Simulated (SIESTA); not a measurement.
A run of SIESTA 5.4.2 is set up as follows.

Contents of InAs.fdf:

```
SystemName                      InAs
SystemLabel                     InAs
NumberOfSpecies                 2
NumberOfAtoms                   2
%block ChemicalSpeciesLabel
  1  49 In
  2  33 As
%endblock ChemicalSpeciesLabel
%include structure.fdf

%block kgrid.MonkhorstPack
    6   0   0  0.0
    0   6   0  0.0
    0   0   6  0.0
%endblock kgrid.MonkhorstPack
XC.Functional                   VDW
XC.Authors                      VV
PAO.BasisSize                   DZP
PAO.EnergyShift                 0.01 Ry
Mesh.Cutoff                     750 Ry
OccupationFunction              FD
ElectronicTemperature           0.05 eV
MaxSCFIterations                120
SCF.MustConverge                false
SCF.Mixer.Method                Pulay
SCF.Mixer.Weight                0.25
SCF.Mixer.History               8
SCF.DM.Tolerance                1.0e-05
SCF.H.Tolerance                 1.0e-04 eV
WriteForces                     true
Charge.Mulliken                 end
MD.TypeOfRun                    FC
FC.First                        1
FC.Last                         2
FC.Displacement                 0.04 Bohr
%block PolarizationGrids
  14 4 4
  4 14 4
  4 4 14
%endblock PolarizationGrids
BornCharge                      true
```

Contents of structure.fdf:

```
LatticeConstant                 1.0 Ang
%block LatticeVectors
     0.0000000000     3.0180000000     3.0180000000
     3.0180000000     0.0000000000     3.0180000000
     3.0180000000     3.0180000000     0.0000000000
%endblock LatticeVectors
AtomicCoordinatesFormat         Fractional
%block AtomicCoordinatesAndAtomicSpecies
     0.0000000000     0.0000000000     0.0000000000  1  In
     0.7500000000     0.7500000000     0.7500000000  2  As
%endblock AtomicCoordinatesAndAtomicSpecies
```

The input vibra.fdf:

```
SystemLabel                     InAs
NumberOfAtoms                   2
LatticeConstant                 1.0 Ang
%block LatticeVectors
     0.0000000000     3.0180000000     3.0180000000
     3.0180000000     0.0000000000     3.0180000000
     3.0180000000     3.0180000000     0.0000000000
%endblock LatticeVectors
AtomicCoordinatesFormat         NotScaledCartesianAng
%block AtomicCoordinatesAndAtomicSpecies
     0.0000000000     0.0000000000     0.0000000000 1 114.8180
     4.5270000000     4.5270000000     4.5270000000 2 74.9216
%endblock AtomicCoordinatesAndAtomicSpecies
SuperCell_1                     0
SuperCell_2                     0
SuperCell_3                     0
AtomicDispl                     0.04 Bohr
BandLinesScale                  ReciprocalLatticeVectors
%block BandLines
  1  0.0 0.0 0.0  \Gamma
%endblock BandLines
```

Potentials or basis: SPMS 1.0 NC or PseudoDojo by element (PBE files), DZP (energy shift 0.01 Ry).

Launch:

```console
$ siesta InAs.fdf > InAs.out 2>&1
$ vibra < vibra.fdf > vibra.out
```

What does it give for the highest phonon frequency at Γ, LO-TO splitting left out?

216 cm⁻¹.

Phonon frequencies in cm⁻¹ (negative: imaginary):
```csv
q point,frequencies
"(0.000, 0.000, 0.000)",0 0 0 216 216 216
```

Caveat: the non-local part is tabulated coarsely and may be off by about a percent.
